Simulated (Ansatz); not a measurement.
What relativity does to WS2 (Tungstenite)

```
CELL_PARAMETERS angstrom
1.59383 0.92020 7.45716
-1.59383 0.92020 7.45716
0.00000 -1.84040 7.45716
ATOMIC_POSITIONS crystal
W 0.00068 0.00068 0.00068
S 0.26378 0.26378 0.26378
S 0.40424 0.40424 0.40424
```

The cell comes from a relaxation on PAW files under the same functional, begun from a database entry that needn't be the ground state.

All-electron LAPW in Ansatz 0.2.0 under PBE, with a Γ-centred 13×13×13 k mesh, Fermi–Dirac smearing of 0.05 eV, no spin polarisation. The basis error target is 0.5 meV/atom. The same cell is solved at each level of relativity (Schrödinger's equation, the scalar-relativistic one, Dirac's), and each level may then relax the cell.

The elements are taken as S S6 rings, W bcc, each relaxed on PAW files under the same functional and computed by the same method as the compound; zero-point and thermal terms are left out. PBE lacks dispersion, which leaves layered or molecular solids underbound, be they references or the compound itself. S6 rings stand in for α-S8. Formation energies keep the scalar-relativistic cells of compound and elements, so at the other levels neither side is at rest.

The relaxed volume lies +23 % from the database entry's, so this cell isn't the real material's; missing dispersion or a faulty entry can cause that.

| level | P at the cell (GPa) | gap (eV) | ΔE(formation) at the fixed cells (eV/atom) | relaxed V (Å³/atom) |
| --- | --- | --- | --- | --- |
| scalar-relativistic | 0.06 | 1.64 | ? | 21.89 |
| non-relativistic | 5.13 | 1.69 | -0.988 | ? |
| with spin–orbit coupling | 0.03 | 1.53 | – | – |

What belongs in the row "scalar-relativistic", column "ΔE(formation) at the fixed cells (eV/atom)"?

-0.875.

Fill in "relaxed V (Å³/atom)" for the row "non-relativistic".

22.53.

Does scalar relativity shrink or swell this crystal?

It shrinks it by 2.8 % in volume against the non-relativistic cell.

How do the Löwdin populations move when relativity is switched off?

W 6s 0.61 → 0.53, W 5d 4.93 → 5.08 electrons an atom. The projections hold only the shells that the free atoms fill, so charge of other character is partly counted to these shells and partly left out.
